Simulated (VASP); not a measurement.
**VASP inputs for MgO (strained rocksalt)**

INCAR

```
NSW = 0
NELM = 120
SIGMA = 0.01
ISMEAR = 0
ENCUT = 520
LASPH = .TRUE.
LCHARG = .FALSE.
METAGGA = R2SCAN
PREC = Accurate
EDIFF = 1E-7
LWAVE = .FALSE.
NBANDS = 11
ISIF = 2
ALGO = Normal
IBRION = -1
LREAL = .FALSE.
```

KPOINTS

```
KPOINTS created by Atomic Simulation Environment
0
Gamma
10 10 10
0 0 0
```

KPOINTS_OPT

```
special points
6
Reciprocal
0.0000000000 0.0000000000 0.0000000000 1
0.5000000000 0.0000000000 0.5000000000 1
0.6250000000 0.2500000000 0.6250000000 1
0.3750000000 0.3750000000 0.7500000000 1
0.5000000000 0.5000000000 0.5000000000 1
0.5000000000 0.2500000000 0.7500000000 1
```

POSCAR

```
Mg O
 1.0000000000000000
     0.0000000000000000    2.1442107637999999    2.1442107637999999
     2.1442107637999999    0.0000000000000000    2.1442107637999999
     2.1442107637999999    2.1442107637999999    0.0000000000000000
 Mg  O
   1   1
Cartesian
  0.0000000000000000  0.0000000000000000  0.0000000000000000
  2.1442107637999999  2.1442107637999999  2.1442107637999999
```

VASP ran with the recommended PBE PAW datasets (8 valence electrons in the cell).

What does this run give?

gap between bands v and c 5.08 eV; least direct gap 5.08 eV; pressure -9.9 GPa.

Band v is the last that the valence electrons fill when counted band by band, and c is the next. Levels in eV from the top of v:

```tsv
point	v−1	v	c	c+1
Γ	0.00	0.00	5.08	16.51
X	-1.30	-1.30	9.95	10.46
K	-2.56	-1.10	10.77	12.29
L	-0.61	-0.61	8.44	13.17
W	-2.80	-1.68	12.31	12.31
```
